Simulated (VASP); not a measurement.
Input of a VASP 6.6.1 run:

The input INCAR:

```
ALGO = Normal
EDIFF = 1E-6
EDIFFG = -0.01
ENCUT = 600
GGA = PS
IBRION = 2
ISIF = 3
ISMEAR = 0
LASPH = True
LCHARG = False
LREAL = False
LWAVE = False
NELM = 100
NSW = 40
PREC = Accurate
SIGMA = 0.02
```

KPOINTS

```
k-points
0
Gamma
  6 6 6
```

POSCAR

```
Bi
1.0
    2.2675000000      1.3091417354      3.9380000000
   -2.2675000000      1.3091417354      3.9380000000
    0.0000000000     -2.6182834708      3.9380000000
Bi
2
Direct
    0.7660000000      0.7660000000      0.7660000000
    0.2340000000      0.2340000000      0.2340000000
```

Potentials or basis: VASP PAW PBE potentials, release 64 (Bi_d).

The run is started by

```sh
$ cat potpaw_PBE.64/Bi_d/POTCAR > POTCAR
$ mpirun -np 1 vasp_std > vasp.out
```

(1) Predict the space group after relaxing (to 0.05 Å).

(2) What does it give for the relaxed cell?

(3) Predict the relaxed volume.

Answers

(1) R-3m (No. 166).

(2) a = 4.712 Å, b = 4.712 Å, c = 4.712 Å, α = 57.27°, β = 57.27°, γ = 57.27°.

(3) 34.67 Å³/atom.

Caveat: the PAW data sets were made with another functional, which shifts forces and pressure a little.
